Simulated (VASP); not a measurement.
## Ga: single point with PBEsol

The system is Ga.

```xyz
2
Lattice="2.7784 0.0000 0.0000 0.0000 3.2816 0.0000 -1.3434 0.0000 3.9903" Properties=species:S:1:pos:R:3 pbc="T T T"
Ga   -0.6658    2.4533    3.0615
Ga    2.0773    0.8443    0.9079
```

This isn't the form of Ga at room conditions, which is orthorhombic.

The cell isn't the ideal one: atoms moved at random, drawn with an rms of 0.05 Å.

```yaml
Program: VASP 6.6.1
Task: single point
Functional: PBEsol
Potentials_or_basis: VASP PAW PBE potentials, release 64 (Ga_d)
Cutoff: 520 eV
k_mesh: 10 × 8 × 7
Occupations: fermi-dirac, width 0.05 eV
Spin: no spin polarisation
```

| Item | Value |
| --- | --- |
| Pressure | -0.5 GPa |
| Largest force | 0.085 eV/Å |
| Band gap on the k mesh | none (metal or under the smearing width) |

Forces on the atoms (eV/Å):
```
Ga  -0.013  0.057 -0.061
Ga   0.013 -0.057  0.061
```

Stress tensor (GPa, compression positive):
```
 0.09  0.02 -0.36
 0.02 -1.56  0.01
-0.36  0.01 -0.07
```

Levels at points of the mesh, in eV from the Fermi level:
| k point | band 9 | band 10 | band 11 | band 12 | band 13 | band 14 | band 15 | band 16 | band 17 | band 18 |
| --- | --- | --- | --- | --- | --- | --- | --- | --- | --- | --- |
| (0.00, 0.00, 0.00) | -14.71 | -14.57 | -11.40 | -2.07 | -1.44 | 1.83 | 5.61 | 9.19 | 10.35 | 10.65 |
| (0.50, 0.00, 0.00) | -14.63 | -14.60 | -6.25 | -5.30 | -1.38 | 0.20 | 6.21 | 6.62 | 8.67 | 9.16 |
| (0.00, 0.50, 0.00) | -14.63 | -14.63 | -7.90 | -7.75 | 1.65 | 1.84 | 2.68 | 2.69 | 11.50 | 11.56 |
| (0.50, 0.50, 0.00) | -14.60 | -14.59 | -2.96 | -2.83 | -1.81 | -1.66 | 2.11 | 2.22 | 4.60 | 4.61 |

Run time: 53 s on 1 thread of Intel(R) Xeon(R) 6975P-C (Granite Rapids), on a shared host, peak memory 0.27 GiB.

Caveat: the PAW data sets were made with another functional, which shifts forces and pressure a little.
